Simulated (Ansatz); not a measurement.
Crystal: ZnS.

```xyz
2
Lattice="0.0000 2.7020 2.7020 2.7020 0.0000 2.7020 2.7020 2.7020 0.0000" Properties=species:S:1:pos:R:3 pbc="T T T"
Zn    4.0530    4.0530    4.0530
S     0.0000    0.0000    0.0000
```

Base run:

- Program: Ansatz 0.2.0
- Functional: LDA
- Potentials or basis: Ansatz PAW
- Cutoff: 420 eV (not typed: the program's choice for these potentials)
- k mesh: 9 × 9 × 9
- Occupations: fermi-dirac, width 0.05 eV
- Spin: no spin polarisation

Its results: band gap on the k mesh 1.86 eV, direct; pressure -4.6 GPa.

Task: The run is repeated on the same cell with these changes: functional from LDA to PBE. What comes out?

Result: Band gap on the k mesh 2.11 eV, direct; pressure 1.6 GPa.

PBE binds less tightly than LDA, so the same cell stands under more pressure.

Caveats: the PAW data sets come from PBE, with cores solved anew for the run's functional, which leaves a small shift of forces and pressure (some runs).
